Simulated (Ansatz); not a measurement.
input.yaml (Ansatz)

```yaml
crystal:
  lattice:
    - [1.7375787362, 0.0, 0.0]
    - [-0.8687893681, 1.5047873266, 0.0]
    - [0.0, 0.0, 9.2793150668]
  atoms:
    - { symbol: B, position: [0.3333333333, 0.6666666667, 0.25] }
    - { symbol: B, position: [0.6666666667, 0.3333333333, 0.75] }
hamiltonian:
  xc: pbe
  pseudopotentials:
    kind: paw
    azcp:
      B: "pseudopotentials/B.paw.azcp"
basis:
  ecutwfc: 420
  fft_grid_basis: typed
kpoints:
  mp_grid: { grid: [34, 34, 6], shift: [0, 0, 0] }
magnetization:
  spin_polarized: false
scf:
  occupations: { method: fermi_dirac, width: 0.1 }
output:
  stress: true
```

Terminal output

```
Engine: ansatz 0.2.0, x86_64-unknown-linux-gnu
Pseudopotentials: kind: paw
Pseudopotential: B, paw, valence charge 3, recommended cutoff 420 eV (normal) 
Functional definition: PBE
  parameter kappa = 0.804
  parameter beta = 0.06672455060314922
  exchange = pbe_x(kappa = kappa, mu = beta*pi^2/3)
  correlation = pbe_c(beta = beta)
Crystal: 2 atoms, lattice volume = 24.262 Å³
Basis set: ecut = 420 eV, 457 PW (Γ)
Bands: 7, of which v1, the nominal top of the filled ones, is band 3 counted from 1 (2 counted from 0)
Symmetry: 24 space group operations
Space group: P63/mmc (ITA 194), of the structure as read, at distance tolerance 2.9e-5 Å
k-points: 456 of 6936
Non-local potential: B, projectors of the file, l = 0: 2, l = 1: 2, l = 2: 1
PAW form: soft (Blöchl's): semilocal exchange-correlation on the pseudo side does not see the compensation charge
PAW one-centre angular grid: B, 110 points (default); XC on 64 Gauss nodes
Initial density: superposition of atomic densities (neutral atoms: chi_scale 0, normalization atom), corrected by the library's trained network
Initial wavefunctions: pseudopotential atomic-orbital guess
Functional: x = pbe(κ = 0.804, μ = 0.2195149727645171), c = pbe(β = 0.06672455060314922)
SCF iter   1: F=—  HF=-310.424014 eV  |F-HF|=—  |Δ(HF+E_count)|=         —  Δρ=1.60e-2  dr2=7.53e-2  ethr=1.77e-3  ⟨swp⟩=5.2  Hψ=24820  notcnv=0
SCF iter   2: F=—  HF=-310.397857 eV  |F-HF|=—  |Δ(HF+E_count)|=   2.62e-2  Δρ=2.92e-3  dr2=1.68e-3  ethr=1.26e-3  ⟨swp⟩=2.4  Hψ=8935  notcnv=0  defer=18
SCF iter   3: F=—  HF=-310.398330 eV  |F-HF|=—  |Δ(HF+E_count)|=   4.73e-4  Δρ=2.23e-4  dr2=5.69e-6  ethr=2.80e-5  ⟨swp⟩=2.3  Hψ=4982  notcnv=0  defer=18
SCF iter   4: F=—  HF=-310.398361 eV  |F-HF|=—  |Δ(HF+E_count)|=   3.10e-5  Δρ=2.18e-5  dr2=1.40e-7  ethr=9.49e-8  ⟨swp⟩=2.1  Hψ=4696  notcnv=0  defer=18
iter 5 did not close the SCF: its close was put off for the readings that it lacked (scf_convergence_deferred on its scf_iter line)
SCF iter   5: F=-310.398361 eV  HF=-310.398361 eV  |F-HF|=1.80e-10  |Δ(HF+E_count)|=   9.13e-8  Δρ=1.00e-6  dr2=8.36e-11  ethr=2.33e-9  ⟨swp⟩=2.3  Hψ=4524  notcnv=0  defer=18
SCF iter   6: F=-310.398361 eV  HF=-310.398361 eV  |F-HF|=1.25e-12  |Δ(HF+E_count)|=  3.72e-10  Δρ=9.16e-8  dr2=9.36e-13  ethr=1.39e-12  ⟨swp⟩=1.0  Hψ=9396  notcnv=0
SCF 1 converged in 6 iterations: F = -310.398361 eV  dr2 = 9.36e-13
SCF converged after 6 iterations
Free energy (F): -310.398361 eV
Harris-Foulkes:  -310.398361 eV  (|F-HF|=1.25e-12)
Internal energy: -310.386581 eV  (E = F + TS)
E sigma→0 (E₀):  -310.392471 eV
Entropy (-TS):   -0.011780 eV (-5.890 meV/atom)
Fermi energy:    5.019413 eV
--- Per-component energies (eV) ---
  E_band       = -20.405948
  E_kinetic    = 99.911381
  E_local      = -213.364888  (includes V_loc(G=0)·N_el)
  E_nonlocal   = 20.847192
  E_hartree    = 76.421487
  E_xc         = -63.591101
  E_vxc        = -75.341584  (∫ρ·V_xc dr)
  E_paw        = -157.171893  (= ΣΔE_a)
  E_vpaw       = -5.301018  (= ΣTr[D̂ρ^β])
  E_aug_tail   = -0.000006  (compensation charges beyond the density's cutoff)
  E_ewald      = -73.438755
  E_smearing   = -0.011780  (= −TS)
  E_closure    = 0.000000  (closes the sum)
  Σ components = -310.398361   (vs F -310.398361, Δ=0.00e0)
--- Stress (GPa, compression-positive) ---
       -9.077481       0.000000       0.000000
        0.000000      -9.077481       0.000000
        0.000000       0.000000      -0.071495
  P = ⅓ Tr σ = -6.0755 GPa (-60.755 kbar)
```
